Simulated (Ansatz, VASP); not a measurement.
# P in VASP and in Ansatz

```
P
1.0
     2.45627    0.00000    0.00000
     0.00000    2.45627    0.00000
     0.00000    0.00000    2.45627
P
1
Direct
  0.00000 0.00000 0.00000
```

Alike in both runs: task single point; functional RPBE; k mesh 14 × 14 × 14; occupations fermi-dirac, width 0.1 eV; no spin polarisation.

```csv
,VASP,Ansatz
version,VASP 6.6.1,Ansatz 0.2.0
potentials or method,"VASP PAW PBE potentials, release 64 (P)","plane waves (420 eV) with PAW, scalar-relativistic"
plane-wave cutoff (eV),520,420
valence electrons in the cell,5,5
```

Ansatz gave:

* pressure (GPa): 0.9

Estimate VASP's values.

pressure (GPa): 0.3.

Caveats: the PAW data sets were made with another functional, which shifts forces and pressure a little (VASP).
